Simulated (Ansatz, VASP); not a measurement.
P in VASP and in Ansatz

The input INCAR:

```
SYSTEM = P
PREC = Accurate ; ENCUT = 520
EDIFF = 1E-7 ; ISMEAR = -1
SIGMA = 0.1 ; LREAL = .False.
LASPH = .True. ; NELM = 80
ALGO = Normal ; ISIF = 2
LWAVE = .False. ; LCHARG = .False.
GGA = B5 ; ALDAX = 1.0
AGGAX = 1.0 ; AGGAC = 1.0
ALDAC = 0.0 ; NBANDS = 8
```

KPOINTS

```
Automatic mesh
0
Gamma
  14 14 14
  0 0 0
```

The input POSCAR:

```
P
1.0
    2.6268973518      0.0000000000      0.0000000000
    0.0000000000      2.6268973518      0.0000000000
    0.0000000000      0.0000000000      2.6268973518
P
1
Direct
    0.0000000000      0.0000000000      0.0000000000
```

Input for Ansatz:

```yaml
crystal:
  lattice:
    - [2.6268973518, 0.0, 0.0]
    - [0.0, 2.6268973518, 0.0]
    - [0.0, 0.0, 2.6268973518]
  atoms:
    - { symbol: P, position: [0.0, 0.0, 0.0] }
hamiltonian:
  xc: blyp
  pseudopotentials:
    kind: paw
    azcp:
      P: "pseudopotentials/P.paw.azcp"
basis:
  ecutwfc: 420
  fft_grid_basis: typed
kpoints:
  mp_grid: { grid: [14, 14, 14], shift: [0, 0, 0] }
magnetization:
  spin_polarized: false
scf:
  occupations: { method: fermi_dirac, width: 0.1 }
  lower_state_search: "off"
output:
  stress: true
```

Alike in both runs: task single point; functional BLYP; k mesh 14 × 14 × 14; occupations fermi-dirac, width 0.1 eV; no spin polarisation.

|  | VASP | Ansatz |
| --- | --- | --- |
| version | VASP 6.6.1 | Ansatz 0.2.0 |
| potentials or method | VASP PAW PBE potentials, release 64 (P) | plane waves (420 eV) with PAW, scalar-relativistic |
| plane-wave cutoff (eV) | 520 | 420 |
| valence electrons in the cell | 5 | 5 |

Ansatz gave:

* pressure (GPa): -7.2

Question: What did VASP give for the same quantities?

Answer: Pressure (GPa): -7.1.

The functional is the same, so the differences come from potentials, cutoffs and numerics.

Caveats: the PAW data sets were made with another functional, which shifts forces and pressure a little (VASP).
